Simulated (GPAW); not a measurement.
# CuO (P4_2/mmc) in GPAW: single point with PBE

Aim: the single point of CuO with PBE.

All numbers are computed with GPAW 26.7.0; they aren't measurements. Logs are shortened: lines on timing, memory, paths and dates and some standing lists are left out, and cuts for length are marked. The log counts tension as positive stress, the text compression.

### 1 Starting point

The structure is tetragonal, space group P4_2/mmc (No. 131). The conventional cell has a = 3.422 Å, b = 3.422 Å, c = 4.260 Å, α = 90.00°, β = 90.00°, γ = 90.00°. Cu (site symmetry mmm) has 4 O at 2.02 Å as nearest neighbours. O (site symmetry -4m2) has 4 Cu at 2.02 Å and 2 O at 2.13 Å as nearest neighbours.

Measurements of this composition are mostly on another form, of space group No. 15.

### 2 Single point, PBE

Contents of CuO.xyz:

```xyz
4
Lattice="3.4220509700 0.0000000000 0.0000000000 0.0000000000 3.4220509700 0.0000000000 0.0000000000 0.0000000000 4.2604614800" Properties=species:S:1:pos:R:3 pbc="T T T"
Cu     0.0000000000      1.7110254850      0.0000000000
Cu     1.7110254850      0.0000000000      2.1302307400
O      0.0000000000      0.0000000000      1.0651153700
O      0.0000000000      0.0000000000      3.1953461100
```

Potentials or basis: GPAW PAW data sets (gpaw-data 1.2.1), pw.

On the command line:

```
$ OMP_NUM_THREADS=1 gpaw run CuO.xyz -p 'mode=PW(800),xc=PBE,kpts={size:(8,8,6),gamma:True},occupations={name:fermi-dirac,width:0.05},nbands=33,convergence={density:1e-05,energy:1e-05},maxiter=150,txt=gpaw.txt' --properties efs -w gs.gpw
```

Log:

```text
__  _  _
 | _ |_)|_||  |
 |__||  | ||/\| - 26.7.0

Input parameters:
  mode=PW(ecut=800.0),
  convergence={'density': 1e-05, 'energy': 1e-05},
  kpts=MonkhorstPack(size=[8, 8, 6], gamma=True),
  maxiter=150,
  nbands=33,
  occupations=Occupations(name='fermi-dirac', width=0.05),
  xc=XC(name='PBE')

Diagonalizing LCAO Hamiltonian
Converting LCAO to pw mode
   .-------.
  /|       |
 * |       |
 O |       |
 | |       |
 | .-Cu----.
 OCu      /
 *-------*

Atoms  # Å, Bohr magnetons
|   | symbol |        x |        y |        z |    initial magnetic moments |
|---|--------|----------|----------|----------|-----------------------------|
| 0 |     Cu | 0.000000 | 1.711025 | 0.000000 | ( 0.0000,  0.0000,  0.0000) |
| 1 |     Cu | 1.711025 | 0.000000 | 2.130231 | ( 0.0000,  0.0000,  0.0000) |
| 2 |      O | 0.000000 | 0.000000 | 1.065115 | ( 0.0000,  0.0000,  0.0000) |
| 3 |      O | 0.000000 | 0.000000 | 3.195346 | ( 0.0000,  0.0000,  0.0000) |

Unit cell  # Å
| periodic |        x |        y |        z |  lengths |    angles |
|----------|----------|----------|----------|----------|-----------|
|      yes | 3.422051 | 0.000000 | 0.000000 | 3.422051 | 90.000000 |
|      yes | 0.000000 | 3.422051 | 0.000000 | 3.422051 | 90.000000 |
|      yes | 0.000000 | 0.000000 | 4.260461 | 4.260461 | 90.000000 |

Number of symmetries: 8
Symmetry operations  # r_c * U_cc + t_c -> r_c
|   | kind |            matrix            |
|---|------|------------------------------|
| 0 |  E   |  1, 0, 0,  0, 1, 0,  0, 0, 1 |
| 1 |  σ   |  1, 0, 0,  0, 1, 0,  0, 0,-1 |
| 2 |  σ   |  1, 0, 0,  0,-1, 0,  0, 0, 1 |
| 3 |  C2  |  1, 0, 0,  0,-1, 0,  0, 0,-1 |
| 4 |  σ   | -1, 0, 0,  0, 1, 0,  0, 0, 1 |
| 5 |  C2  | -1, 0, 0,  0, 1, 0,  0, 0,-1 |
| 6 |  C2  | -1, 0, 0,  0,-1, 0,  0, 0, 1 |
| 7 |  i   | -1, 0, 0,  0,-1, 0,  0, 0,-1 |

BZ-sampling:
  Number of BZ points: 384
  Number of IBZ points: 100

  Monkhorst-Pack size: [8, 8, 6]
  Monkhorst-Pack shift: [0.0625, 0.0625, 0.08333333333333333]

K-points  # in reciprocal-cell coordinates
|     |                                coordinates |     weight |
|-----|--------------------------------------------|------------|
|   0 | (  0.00000000,   0.00000000,   0.00000000) | 0.00260417 |
|   1 | (  0.00000000,   0.00000000,   0.16666667) | 0.00520833 |
|   2 | (  0.00000000,   0.00000000,   0.33333333) | 0.00520833 |
|   3 | (  0.00000000,   0.00000000,   0.50000000) | 0.00260417 |
|   4 | (  0.00000000,   0.12500000,   0.00000000) | 0.00520833 |
|   5 | (  0.00000000,   0.12500000,   0.16666667) | 0.01041667 |
|   6 | (  0.00000000,   0.12500000,   0.33333333) | 0.01041667 |
|   7 | (  0.00000000,   0.12500000,   0.50000000) | 0.00520833 |
|   8 | (  0.00000000,   0.25000000,   0.00000000) | 0.00520833 |
|   9 | (  0.00000000,   0.25000000,   0.16666667) | 0.01041667 |
| ... |                                            |            |
|  99 | (  0.50000000,   0.50000000,   0.50000000) | 0.00260417 |

Plane wave coefficients: 2584
Cutoff: 800.0 eV

Spin-components: 1 (collinear spins)
Bands:           33
Projectors:      22
Spin-degeneracy: 2
Datatype:        complex128

Parallelization:
  kpt:    1
  domain: 1
  band:   1

Density:
  Valence electrons: 34.0
  Components: 1
  Grid points: [24 24 28]
  Charge: 0.0  # |e|

Potential:
  Grid points: [24 24 28]

species:
  Cu:
    name:    Copper
    Z:       29.0
    valence: 11
    core:    18
    charge:  0.0  # [|e|]
    compensation charges:
      type: gauss
      rc: 0.33  # [Å]
      lmax: 2
    cutoffs:
      filter: 2.06  # [Å]
      core: 2.43  # [Å]
    projectors
    | kind |    occ | energy [eV] | rcut [Å] |
    |------|--------|-------------|----------|
    |   4s |  1.000 |      -4.609 |    1.164 |
    |   4p |  0.000 |      -0.698 |    1.164 |
    |   3d | 10.000 |      -5.039 |    1.058 |
    |    s |        |      22.603 |    1.164 |
    |    p |        |      26.513 |    1.164 |
    |    d |        |      22.172 |    1.058 |

    Using partial waves for Cu as LCAO basis

  O:
    name:    Oxygen
    Z:       8.0
    valence: 6
    core:    2
    charge:  0.0  # [|e|]
    compensation charges:
      type: gauss
      rc: 0.21  # [Å]
      lmax: 2
    cutoffs:
      filter: 1.17  # [Å]
      core: 0.83  # [Å]
    projectors
    | kind |    occ | energy [eV] | rcut [Å] |
    |------|--------|-------------|----------|
    |   2s |  2.000 |     -23.961 |    0.688 |
    |   2p |  4.000 |      -9.029 |    0.598 |
    |    s |        |       3.251 |    0.688 |
    |    p |        |      18.182 |    0.598 |
    |    d |        |       0.000 |    0.619 |

    Using partial waves for O as LCAO basis

Reference energy: -94124.608285  # eV

eigensolver:
  PPCG
  Converge bands: occupied
  niter=2

density mixing:
  MSR1-Mixer
  Pratt-step length: 0.05
  Maximum mixing coefficient: 0.75
  Old densities: 10
  SVD Regularization: 0.005
  Good broyden scale: 1.0
  Trust region scale: 1.0
  Backstep threshold: 4.0
  History deletion threshold: 6.0
  Fourier metric: weight=20.0, sigma=0.015

occupation numbers:
  Fermi-Dirac:
    width: 0.0500  # eV

poisson solver:
  ecut: 6400.0  # eV

xc functional:
  name: PBE with 2 nearest neighbor stencil

convergence criteria:
[... 6 lines left out ...]
|iter     | |      energy | eigst |  dens |
|---------|-|-------------|-------|-------|
|iter:   1| |  -25.309069 | +0.12 |       |
|iter:   2| |  -21.969949 | -1.70 | -0.84 |
|iter:   3| |  -18.833564 | -1.13 | -0.96 |
|iter:   4| |  -18.621084 | -2.48 | -1.44 |
|iter:   5| |  -18.589212 | -2.98 | -1.72 |
|iter:   6| |  -18.606059 | -3.39 | -2.31 |
|iter:   7| |  -18.584859 | -3.66 | -2.11 |
|iter:   8| |  -18.584693 | -5.59 | -2.82 |
|iter:   9| |  -18.584677c| -5.57 | -3.08 |
|iter:  10| |  -18.584676c| -7.63c| -4.02 |
|iter:  11| |  -18.584674c| -8.12c| -4.40 |
|iter:  12| |  -18.584674c| -8.86c| -5.23c|

Converged in 12 steps
Energy contributions relative to reference atoms: (reference = -94124.608285)

Energy contributions:
  Kinetic:          -5.141825
  Coulomb:          -1.770627
  Zero:              0.593597
  External:          0.000000
  Xc:              -12.256027
  Entropy:          -0.019586
  Spinorbit:         0.000000
  ----------------------------
  Free energy:     -18.594467
  Extrapolated:    -18.584674

dipole moment: (-26.668375, -26.668374, -9.190684)  # |e|*Ang

Fermi level: 4.668
Eigenvalues  # (at kpt = [0.000, 0.000, 0.000])
| band index |      eig [eV] | occ [0-2] |
|------------|---------------|-----------|
|          0 |       -15.378 |     2.000 |
|        ... |               |           |
|          7 |         1.024 |     2.000 |
|          8 |         1.875 |     2.000 |
|          9 |         2.130 |     2.000 |
|         10 |         2.308 |     2.000 |
|         11 |         2.415 |     2.000 |
|         12 |         2.415 |     2.000 |
[... 8 lines left out ...]
|         21 |        14.303 |     0.000 |
|         22 |        15.881 |     0.000 |
|        ... |               |           |
|         32 |        28.159 |     0.000 |

No gap
No difference between direct/indirect transitions

Forces  # eV/Ang
|       x |       y |        z |
|---------|---------|----------|
| 0.00000 | 0.00000 |  0.00000 |  # Cu   0
| 0.00000 | 0.00000 |  0.00000 |  # Cu   1
| 0.00000 | 0.00000 |  0.00000 |  # O    2
| 0.00000 | 0.00000 | -0.00000 |  # O    3

Stress tensor  # eV/Ang^3
|        x |        y |         z |
|----------|----------|-----------|
| 0.084049 | 0.000000 |  0.000000 |
| 0.000000 | 0.084048 |  0.000000 |
| 0.000000 | 0.000000 | -0.137789 |

# Writing to gs.gpw (mode='')
```

It took 3.3 min on 1 thread of Arm Neoverse V1, shared host; peak memory 0.35 GiB.

Results:

```yaml
Free_energy: -18.5945 eV
Pressure: -1.6 GPa
Band_gap_on_the_k_mesh: none (metal or under the smearing width)
```

Levels at points of the mesh, in eV from the Fermi level:
| k point | band 15 | band 16 | band 17 | band 18 | band 19 | band 20 |
| --- | --- | --- | --- | --- | --- | --- |
| (0.00, 0.00, 0.00) | -1.25 | 0.44 | 0.50 | 0.66 | 0.66 | 6.13 |
| (0.00, 0.00, 0.50) | -1.65 | -1.65 | -0.04 | -0.04 | 2.25 | 2.25 |
| (0.00, 0.50, 0.00) | -1.73 | -1.73 | 0.55 | 0.96 | 3.80 | 4.10 |
| (0.00, 0.50, 0.50) | -1.86 | -1.78 | -0.73 | 0.43 | 3.91 | 5.15 |
| (0.50, 0.00, 0.00) | -1.73 | -1.73 | 0.55 | 0.96 | 3.80 | 4.10 |
| (0.50, 0.00, 0.50) | -1.86 | -1.78 | -0.73 | 0.43 | 3.91 | 5.15 |
| (0.50, 0.50, 0.00) | -1.81 | -1.49 | -1.49 | 0.82 | 1.32 | 7.88 |
| (0.50, 0.50, 0.50) | -1.59 | -1.59 | -1.15 | -1.15 | 3.56 | 3.56 |

Caveat: with this Cu data set, volumes or pressures lay over 1.5 % or 2 GPa off other programs in two to four cells of ten; the run has no spin polarisation, though such a crystal can be magnetic; semilocal functionals often make such compounds metallic where correlation or magnetic order opens a gap, which also shifts bond lengths. With open d or f shells a metallic result of PBE can be an artefact of self-interaction; +U or a hybrid may open a gap.
